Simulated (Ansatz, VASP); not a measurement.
# Cross-check of AlGaAs2 between VASP and Ansatz

Aim: how closely do two programs agree when they are given the same cell, functional and k mesh? The cell is taken from a series of runs on this material, whose earlier steps may have relaxed, scaled, displaced or heated it; both programs get it as it stands.

Method: plane waves, with VASP 6.6.1 beside it; relaxation of cell and atoms at PBEsol, in Ansatz 0.2.0.

## 1. Starting point

The cell holds 16 atoms: 4 Ga, 8 As and 4 Al. Cell: a = 4.000 Å, b = 4.000 Å, c = 22.629 Å, α = 90.0°, β = 90.0°, γ = 90.0°. It derives from GaAs. The structure's axis is c.

Structure file:

```xyz
16
Lattice="4.0003 0.0000 0.0000 0.0000 4.0003 0.0000 0.0000 0.0000 22.6290" Properties=species:S:1:pos:R:3 pbc="T T T"
Ga    0.0000    0.0000    0.7080
Ga    2.0001    2.0001    3.5331
Ga    0.0000    0.0000    6.3582
Ga    2.0001    2.0001    9.1833
As    2.0001    0.0000    2.1206
As    0.0000    2.0001    4.9457
As    2.0001    0.0000    7.7707
As    0.0000    2.0001   10.5958
As    2.0001    0.0000   13.4244
As    0.0000    2.0001   16.2566
As    2.0001    0.0000   19.0888
As    0.0000    2.0001   21.9210
Al    0.0000    0.0000   12.0083
Al    2.0001    2.0001   14.8405
Al    0.0000    0.0000   17.6727
Al    2.0001    2.0001   20.5049
```

## 2. VASP: relaxation of cell and atoms, PBEsol, pair 1

The relaxed volume is the usual yardstick between codes: in a stiff, nearly cubic crystal its relative difference is about their pressure difference at one cell divided by the bulk modulus.

Lines of VASP's logs that name or quote its potential files are left out, and so is its time.

INCAR

```
SYSTEM = AlGaAs2
PREC = Accurate
ENCUT = 500
EDIFF = 1E-07
NELM = 120
ISMEAR = -1
SIGMA = 0.02
LREAL = .FALSE.
ALGO = Normal
GGA = PS
NBANDS = 68
LORBIT = 11
LWAVE = .FALSE.
LCHARG = .FALSE.
ISIF = 3
IBRION = 2
NSW = 80
EDIFFG = -0.005
LASPH = .TRUE.
GGA_COMPAT = .FALSE.
NELMIN = 4
EFERMI = MIDGAP
KPAR = 4
```

POSCAR

```
AlGaAs2
1.0
    4.0002800000      0.0000000000      0.0000000000
    0.0000000000      4.0002800000      0.0000000000
    0.0000000000      0.0000000000     22.6290090000
Ga As Al
4 8 4
Direct
    0.0000000000      0.0000000000      0.0312892182
    0.5000000000      0.5000000000      0.1561323344
    0.0000000000      0.0000000000      0.2809754506
    0.5000000000      0.5000000000      0.4058185668
    0.5000000000      0.0000000000      0.0937107763
    0.0000000000      0.5000000000      0.2185538925
    0.5000000000      0.0000000000      0.3433970087
    0.0000000000      0.5000000000      0.4682401249
    0.5000000000      0.0000000000      0.5932401635
    0.0000000000      0.5000000000      0.7183970363
    0.5000000000      0.0000000000      0.8435539091
    0.0000000000      0.5000000000      0.9687107818
    0.0000000000      0.0000000000      0.5306616830
    0.5000000000      0.5000000000      0.6558185999
    0.0000000000      0.0000000000      0.7809754727
    0.5000000000      0.5000000000      0.9061323454
```

KPOINTS

```
Automatic mesh
0
Gamma
6 6 2
0 0 0
```

PAW data sets: Ga_d, As and Al (PBE family, release 64).

Started as:

```sh
$ mpirun -np 4 vasp_std
```

Numbers of over 12 decimals in the logs are rounded to 6 here.

What it wrote:

```text
[banner, memory and clock lines left out]
running    4 mpi-ranks, on    1 nodes
 distrk:  each k-point on    1 cores,    4 groups
 distr:  one band on    1 cores,    1 groups

 POSCAR found type information on POSCAR GaAsAl
 POSCAR found :  3 types and      16 ions
|                                                                             |
|               ----> ADVICE to this user running VASP <----                  |
|                                                                             |
|     You enforced a specific xc type in the INCAR file but a different       |
|     [... a line on the potential file left out ...]
|     I HOPE YOU KNOW WHAT YOU ARE DOING!                                     |
|                                                                             |

 LDA part: xc-table for (Slater+PW92), standard interpolation
 POSCAR, INCAR and KPOINTS ok, starting setup
 FFT: planning ... GRIDC
 FFT: planning ... GRID_SOFT
 FFT: planning ... GRID
 WAVECAR not read
 entering main loop
       N       E                     dE             d eps       ncg     rms          rms(c)
DAV:   1     0.854522685039E+03    0.85452E+03   -0.40237E+04  4560   0.171E+03
DAV:   2     0.782906084768E+02   -0.77623E+03   -0.73777E+03  4912   0.470E+02
DAV:   3    -0.670666697368E+02   -0.14536E+03   -0.13837E+03  5180   0.155E+02
DAV:   4    -0.780219783170E+02   -0.10955E+02   -0.10827E+02  5480   0.425E+01
DAV:   5    -0.784238215469E+02   -0.40184E+00   -0.40038E+00  5704   0.821E+00    0.896E+00
DAV:   6    -0.768724601979E+02    0.15514E+01   -0.22659E+00  6208   0.118E+01    0.497E+00
DAV:   7    -0.765718436390E+02    0.30062E+00   -0.17651E+00  5200   0.405E+00    0.140E+00
DAV:   8    -0.765572421701E+02    0.14601E-01   -0.21314E-01  5452   0.347E+00    0.356E-01
DAV:   9    -0.765578373272E+02   -0.59516E-03   -0.22368E-02  5776   0.133E+00    0.109E-01
DAV:  10    -0.765582389500E+02   -0.40162E-03   -0.38645E-03  5888   0.428E-01    0.555E-02
DAV:  11    -0.765584440018E+02   -0.20505E-03   -0.48622E-04  5824   0.181E-01    0.260E-02
DAV:  12    -0.765584773256E+02   -0.33324E-04   -0.53688E-05  5300   0.699E-02    0.931E-03
DAV:  13    -0.765584826212E+02   -0.52956E-05   -0.13832E-05  5488   0.309E-02    0.354E-03
DAV:  14    -0.765584828685E+02   -0.24731E-06   -0.27554E-06  5824   0.245E-02    0.161E-03
DAV:  15    -0.765584829296E+02   -0.61142E-07   -0.11347E-06  5380   0.790E-03    0.742E-04
DAV:  16    -0.765584829799E+02   -0.50271E-07   -0.18293E-07  3384   0.363E-03
   1 F= -.76558483E+02 E0= -.76558483E+02  d E =-.765585E+02
[... from here on, the cycles between the ionic steps are left out ...]
   2 F= -.76563299E+02 E0= -.76563299E+02  d E =-.481632E-02
   6 F= -.76564849E+02 E0= -.76564849E+02  d E =-.407015E-03
   7 F= -.76564901E+02 E0= -.76564901E+02  d E =-.519660E-04
   8 F= -.76564931E+02 E0= -.76564931E+02  d E =-.814956E-04
   9 F= -.76564971E+02 E0= -.76564971E+02  d E =-.407830E-04
  10 F= -.76565054E+02 E0= -.76565054E+02  d E =-.123621E-03
  11 F= -.76565042E+02 E0= -.76565042E+02  d E =-.111084E-03
  12 F= -.76565078E+02 E0= -.76565078E+02  d E =-.147384E-03
  13 F= -.76565106E+02 E0= -.76565106E+02  d E =-.280445E-04
  14 F= -.76565119E+02 E0= -.76565119E+02  d E =-.409684E-04
  15 F= -.76565130E+02 E0= -.76565130E+02  d E =-.519138E-04
  16 F= -.76565130E+02 E0= -.76565130E+02  d E =-.519082E-04
 curvature:  -3.99 expect dE=-0.547E-04 dE for cont linesearch -0.898E-07
 ZBRENT: bracketing found
 ZBRENT: accuracy reached
 trial: gam= 0.13065 g(F)=  0.119E-04 g(S)=  0.175E-05 ort =-0.350E-05 (trialstep = 0.520E+00)
 search vector abs. value=  0.221E-04
 bond charge predicted
       N       E                     dE             d eps       ncg     rms          rms(c)
DAV:   1    -0.765651342281E+02   -0.43850E-05   -0.16727E-04  4476   0.437E-02    0.424E-03
DAV:   2    -0.765651349700E+02   -0.74187E-06   -0.11540E-05  5932   0.152E-02    0.205E-03
DAV:   3    -0.765651350417E+02   -0.71725E-07   -0.11412E-06  5748   0.551E-03    0.112E-03
DAV:   4    -0.765651350538E+02   -0.12136E-07   -0.84709E-08  2788   0.264E-03
  17 F= -.76565135E+02 E0= -.76565135E+02  d E =-.523856E-05
 trial-energy change:   -0.000005  1 .order   -0.000005   -0.000007   -0.000004
 step:   1.1079(harm=  1.1079)  dis= 0.00065  next Energy=   -76.565137 (dE=-0.733E-05)
 reached required accuracy - stopping structural energy minimisation
```

Parts of OUTCAR (step 2):

```text
ion  position               nearest neighbor table
   1  0.000  0.000  0.031-   5 2.45   5 2.45  12 2.45  12 2.45
   2  0.500  0.500  0.156-   5 2.45   6 2.45   5 2.45   6 2.45
   3  0.000  0.000  0.281-   7 2.45   7 2.45   6 2.45   6 2.45
   4  0.500  0.500  0.406-   7 2.45   8 2.45   7 2.45   8 2.45
   5  0.500  0.000  0.094-   1 2.45   2 2.45   2 2.45   1 2.45
   6  0.000  0.500  0.219-   2 2.45   2 2.45   3 2.45   3 2.45
   7  0.500  0.000  0.343-   3 2.45   4 2.45   4 2.45   3 2.45
   8  0.000  0.500  0.468-   4 2.45  13 2.45  13 2.45   4 2.45
   9  0.500  0.000  0.593-  14 2.45  14 2.45  13 2.45  13 2.45
  10  0.000  0.500  0.718-  14 2.45  14 2.45  15 2.45  15 2.45
  11  0.500  0.000  0.844-  16 2.45  16 2.45  15 2.45  15 2.45
  12  0.000  0.500  0.969-  16 2.45  16 2.45   1 2.45   1 2.45
  13  0.000  0.000  0.531-   8 2.45   8 2.45   9 2.45   9 2.45
  14  0.500  0.500  0.656-  10 2.45  10 2.45   9 2.45   9 2.45
  15  0.000  0.000  0.781-  10 2.45  11 2.45  10 2.45  11 2.45
  16  0.500  0.500  0.906-  11 2.45  11 2.45  12 2.45  12 2.45

  LATTYP: Found a simple tetragonal cell.
 ALAT       =     4.0002800000
 C/A-ratio  =     5.6568562701

 Subroutine GETGRP returns: Found  4 space group operations
 (whereof  4 operations were pure point group operations)

The static configuration has the point symmetry C_2v.

 Found     32 irreducible k-points:

   k-points           NKPTS =     32   k-points in BZ     NKDIM =     32   number of bands    NBANDS=     68

   dimension x,y,z NGX =    30 NGY =   30 NGZ =  168
   dimension x,y,z NGXF=    60 NGYF=   60 NGZF=  336

   ENCUT  =  500.0 eV  36.75 Ry    6.06 a.u.   7.29  7.29 41.26*2*pi/ulx,y,z

   NELECT =     104.0000    total number of electrons

 k-points in reciprocal lattice and weights: Automatic mesh
   0.00000000  0.00000000  0.00000000       0.014
   0.16666667  0.00000000  0.00000000       0.028
   0.00000000  0.16666667  0.00000000       0.028
   0.33333333  0.00000000  0.00000000       0.028
   0.00000000  0.33333333  0.00000000       0.028
   0.50000000  0.00000000  0.00000000       0.014
   0.00000000  0.50000000  0.00000000       0.014
   0.16666667  0.16666667  0.00000000       0.056
   0.33333333  0.16666667  0.00000000       0.056
[...]
-0.33333333  0.50000000  0.50000000       0.028
   0.50000000  0.50000000  0.50000000       0.014

 average (electrostatic) potential at core
       1 -66.0802       2 -66.0577       3 -66.0575       4 -66.0801       5 -50.0429
       6 -50.0415       7 -50.0427       8 -49.8722       9 -49.7292      10 -49.7305
      11 -49.7294      12 -49.8724      13 -76.2236      14 -76.2688      15 -76.2688
      16 -76.2239

 E-fermi :   4.2814

 k-point     1 :       0.0000    0.0000    0.0000
  band No.  band energies     occupation
    ...
     48       3.1583      2.00000
     49       3.1584      2.00000
     50       3.7498      2.00000
     51       3.7747      2.00000
     52       3.7749      2.00000
     53       4.7878      0.00000
     54       4.9793      0.00000
     55       5.2326      0.00000
     56       5.3623      0.00000
     57       5.6160      0.00000
    ...

 k-point     2 :       0.1667    0.0000    0.0000
  band No.  band energies     occupation
    ...
     48       3.1115      2.00000
     49       3.1718      2.00000
     50       3.3290      2.00000
     51       3.3832      2.00000
     52       3.6838      2.00000
     53       5.4151      0.00000
     54       5.6791      0.00000
     55       5.7599      0.00000
     56       5.8020      0.00000
     57       5.8942      0.00000
    ...

 k-point     3 :       0.0000    0.1667    0.0000
  band No.  band energies     occupation
    ...
     48       3.1115      2.00000
     49       3.1719      2.00000
     50       3.3289      2.00000
     51       3.3831      2.00000
     52       3.6841      2.00000
     53       5.4152      0.00000
     54       5.6791      0.00000
     55       5.7601      0.00000
     56       5.8023      0.00000
     57       5.8943      0.00000
    ...

  Total        0.0042355      0.0026657     -0.0161081      0.0000000      0.0000000      0.0000000
  in kB        0.0185845      0.0116967     -0.0706796      0.0000000      0.0000000      0.0000000
  external PRESSURE =      -0.0134661 kB  Pullay stress =       0.0000000 kB

  energy-cutoff  :      500.00
  volume of cell :      365.14
      direct lattice vectors                 reciprocal lattice vectors
     4.015780867  0.000000000  0.000000000     0.249017572  0.000000000  0.000000000
     0.000000000  4.015809444  0.000000000     0.000000000  0.249015800  0.000000000
     0.000000000  0.000000000 22.642140901     0.000000000  0.000000000  0.044165435

 POSITION                                       TOTAL-FORCE (eV/Angst)
 -----------------------------------------------------------------------------------
      0.00000      0.00000      0.71591         0.000000      0.000000     -0.001013
      2.00789      2.00790      3.53647         0.000000      0.000000     -0.000972
      0.00000      0.00000      6.35710         0.000000      0.000000      0.002296
      2.00789      2.00790      9.17769         0.000000      0.000000      0.001020
      2.00789      0.00000      2.12657         0.000000      0.000000     -0.001262
      0.00000      2.00790      4.94679         0.000000      0.000000      0.000184
      2.00789      0.00000      7.76726         0.000000      0.000000     -0.001577
      0.00000      2.00790     10.59333         0.000000      0.000000     -0.003992
      2.00789      0.00000     13.42787         0.000000      0.000000     -0.000096
      0.00000      2.00790     16.26781         0.000000      0.000000     -0.000347
      2.00789      0.00000     19.10751         0.000000      0.000000      0.002121
      0.00000      2.00790     21.94226         0.000000      0.000000      0.004685
      0.00000      0.00000     12.00829         0.000000      0.000000      0.001896
      2.00789      2.00790     14.84777         0.000000      0.000000      0.000624
      0.00000      0.00000     17.68780         0.000000      0.000000     -0.001453
      2.00789      2.00790     20.52723         0.000000      0.000000     -0.002117
 -----------------------------------------------------------------------------------
    total drift:                                0.000000      0.000000     -0.000155

  FREE ENERGIE OF THE ION-ELECTRON SYSTEM (eV)
  ---------------------------------------------------
  free  energy   TOTEN  =       -76.5651350538 eV

  energy  without entropy=      -76.5651350538  energy(sigma->0) =      -76.56513505

 reached required accuracy - stopping structural energy minimisation

 total charge
# of ion       s       p       d       tot
------------------------------------------
    1        0.880   0.791   9.993  11.665
    2        0.882   0.797   9.993  11.672
    3        0.882   0.797   9.993  11.672
    4        0.880   0.792   9.993  11.665
    5        1.212   1.587   0.031   2.829
    6        1.212   1.586   0.031   2.829
    7        1.212   1.587   0.031   2.829
    8        1.204   1.632   0.027   2.863
    9        1.198   1.674   0.024   2.896
   10        1.197   1.675   0.024   2.896
   11        1.198   1.674   0.024   2.896
   12        1.204   1.632   0.027   2.863
   13        0.404   0.367   0.000   0.770
   14        0.402   0.364   0.000   0.767
   15        0.402   0.364   0.000   0.767
   16        0.404   0.367   0.000   0.770
--------------------------------------------------
tot         14.773  17.686  40.192  72.651

[... 3 further parts left out ...]
```

[end of part 1 of 3]

[Lines on the potential files, build, host, timing and source positions are cut from VASP's logs without a mark.]

[Logs are printed without paths, hosts, clocks, repeated set-up lines and the standing remarks that a program may print on its own settings, such as how far it seeks lower states.]

[Hosts, paths, dates, database ids (printed as entryN), source tags and the programs' standing remarks are cut or masked in the printed files.]
